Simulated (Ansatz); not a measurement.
## Al2O3 in Ansatz: the effect of functional

The system is Al2O3.

```
CELL_PARAMETERS angstrom
3.01748 0.00000 0.00000
-1.50874 2.61322 0.00000
0.00000 0.00000 7.57464
ATOMIC_POSITIONS crystal
Al 0.00000 0.00000 0.72205
Al 0.00000 0.00000 0.27795
O 0.00000 0.00000 0.50000
O 0.66667 0.33333 0.80055
O 0.33333 0.66667 0.19945
```

Measurements of this composition are mostly on another form, of space group No. 167.

Alike in all runs:

| Quantity | Value |
| --- | --- |
| Program | Ansatz 0.2.0 |
| Task | band structure |
| Potentials or basis | Ansatz PAW |
| k mesh | 10 × 10 × 4 |
| Occupations | fermi-dirac, width 0.05 eV |
| Spin | no spin polarisation |

```csv
functional,cutoff,gap on the mesh (eV),pressure (GPa),largest force (eV/Å)
LDA,420 eV (not typed: the program's choice for these potentials),2.20,-8.3,0.46
PBEsol,420 eV (not typed: the program's choice for these potentials),2.20,-3.7,0.19
r2SCAN,500 eV (not typed: the program's choice for these potentials),?,?,?
```

Q: What does the run with functional r2SCAN give?

A: gap on the mesh 2.96 eV; pressure -5.5 GPa; largest force 0.39 eV/Å.

Caveats: the PAW data sets come from PBE, with cores solved anew for the run's functional, which leaves a small shift of forces and pressure.

